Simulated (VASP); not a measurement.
The system is CdO (Monteponite).

```xyz
2
Lattice="0.0000 2.3495 2.3495 2.3495 0.0000 2.3495 2.3495 2.3495 0.0000" Properties=species:S:1:pos:R:3 pbc="T T T"
Cd    0.0000    0.0000    0.0000
O     2.3495    2.3495    2.3495
```

| Property | Result |
| --- | --- |
| Program | VASP 6.6.1 |
| Task | relaxation of cell and atoms |
| Functional | PBE |
| Potentials or basis | VASP PAW PBE potentials, release 54 (Cd, O) |
| Cutoff | 580 eV |
| k mesh | 10 × 10 × 10 |
| Occupations | fermi-dirac, width 0.05 eV |
| Spin | no spin polarisation |

At the start: pressure 7.4 GPa; volume 12.97 Å³/atom.

Q: How do energy, volume and symmetry change on relaxing?

A: Over 3 steps the energy falls by 15.3 meV/atom and the volume is 13.67 Å³/atom (+5.4 %); space group Fm-3m (No. 225, to 0.05 Å).

The path:
| step | energy change (eV) | largest force (eV/Å) | pressure (GPa) | volume (Å³) |
| --- | --- | --- | --- | --- |
| 1 | 0.0000 | 0.0000 | 7.44 | 25.94 |
| 2 | -0.0189 | 0.0000 | -3.89 | 28.27 |
| 3 | -0.0306 | 0.0000 | -0.01 | 27.33 |

Final structure:
```xyz
2
Lattice="0.0000 2.3908 2.3908 2.3908 0.0000 2.3908 2.3908 2.3908 0.0000" Properties=species:S:1:pos:R:3 pbc="T T T"
Cd    0.0000    0.0000    0.0000
O     2.3908    2.3908    2.3908
```
